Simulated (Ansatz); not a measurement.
A crystal relaxed with r2SCAN in Ansatz 0.2.0 has space group P4_2/mnm (No. 136) and a = 4.703 Å, c = 3.127 Å.

```csv
atom,site,x,y,z
Zn,2a,0.0000,0.0000,0.0000
Xx,4f,0.3032,0.3032,0.0000
```

r2SCAN gives a direct gap of 4.28 eV at Γ. The HSE06 gap is indirect, 6.16 eV (R to Γ), below the direct gap of 6.17 eV at Γ. Least and direct gap differ so little that the kind isn't settled. With PBE the gap is 3.58 eV and direct, at Γ. Meshes: r2SCAN 6×6×8, HSE06 4×4×6, PBE 6×6×8. r2SCAN's ε∞ is 2.4 along x and y, 2.5 along z.

Problem. Which element is Xx?
A. F
B. Br
C. I
D. Cl

Solution. A. Xx is F: ZnF2 (started from an entry of an open crystallographic database). Zn has 6 F at 2.02–2.04 Å; F has 3 Zn at 2.02–2.04 Å.

The values are computed, spin-unpolarised, and not measurements.

The meshes of the hybrids are coarse, so their gaps aren't converged to the digits shown.
